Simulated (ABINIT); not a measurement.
Ge:

```xyz
2
Lattice="0.0000 2.8289 2.8289 2.8289 0.0000 2.8289 2.8289 2.8289 0.0000" Properties=species:S:1:pos:R:3 pbc="T T T"
Ge    4.2434    4.2434    4.2434
Ge    2.8289    2.8289    2.8289
```

Base run:

- Program: ABINIT 10.8.3 (patched build)
- Functional: r2SCAN
- Potentials or basis: SG15 NC PBE v1.2
- Cutoff: 707 eV
- k mesh: 8 × 8 × 8
- Occupations: fermi-dirac, width 0.05 eV
- Spin: no spin polarisation

Its results: band gap on the k mesh none (metal or under the smearing width); pressure -1.9 GPa.

The run is repeated on the same cell with these changes: potentials or basis from SG15 NC PBE v1.2 to Ansatz PAW PBE default generated set, frozen core; cutoff from 707 eV to 490 eV. What comes out?

Band gap on the k mesh 0.44 eV, direct; pressure 0.5 GPa.

Caveats: the potentials were made for another functional, which shifts forces and pressure (some runs); the PAW data sets were made with another functional, which shifts forces and pressure a little (some runs); the atomic spheres overlap (some runs).
